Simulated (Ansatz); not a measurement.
## A series in volume scale on Ta

All results are calculated (Ansatz 0.2.0). Periodic Kohn-Sham DFT of a crystal at fixed atoms, scaled to volume_scale times the given cell; pressure positive in compression, energy less spherical unpolarised free atoms, largest_vzz the field gradient of largest size among the nuclei.

The cell before it is scaled or strained (space group Fm-3m, No. 225):
```
Ta
1.0
      0.0000     2.1100     2.1100
      2.1100     0.0000     2.1100
      2.1100     2.1100     0.0000
Ta
1
Direct
  0.00000 0.00000 0.00000
```

Settings of every row: method frozen-core PAW; functional PBEsol; relativity scalar; k mesh 15x15x15; filling fermi-dirac; smearing width 0.08 eV; wave cutoff 420 eV; paw set soft_2.

Atom start moment: 0 on all atoms.

Limits: PAW files made with PBE; no spin-orbit coupling on heavy atoms.

```
row  volume scale  V (Å³/atom)  pressure (GPa)
  1          0.94       17.661           6.626
  2        0.9405        17.67           6.507
  3          0.96       18.036           2.059
  4          0.99         18.6          -4.005
  5             1       18.788               ?
  6          1.01       18.976          -7.584
  7          1.04       19.539         -12.342
```

Question: what pressure should row 5 give?

Worked fit of pressure. Take u = (V_r/V)^(2/3) − 1 with V_r = 18.318 Å³ an atom, which is twice the finite (Eulerian) strain; such expansions in the strain, on which the Birch-Murnaghan equation of state is built, carry the rest volume and the bulk modulus. The shown rows have u = 0.02465, 0.0243, 0.0104, -0.01013, -0.02325, -0.04211. Least squares give pressure = −1.0865 + 295.175 × u + 695.72 × u² + 797 × u³ GPa; a parabola predicts inner rows, each left out in turn, worse (root mean square 0.0098 against 0.0027 GPa). The rows lie off it by 0.002, -0.002, 0.000, 0.001, -0.001, 0.000. The pressure vanishes at u = 0.0036, or V = 18.22 Å³ an atom, and there the bulk modulus at fixed shape and fractions is B = −V dP/dV = (2/3)(1 + u) dP/du = 201 GPa. The withheld row has u = -0.01675, so the fit gives −1.0865 + 295.175 × (-0.01675) + 695.72 × (-0.01675)² + 797 × (-0.01675)³ = -5.839 GPa.

The calculation gave -5.838 GPa. The fit lies 0.001 GPa (0.0053 % of the column's range) below it, one unit of the last digit.
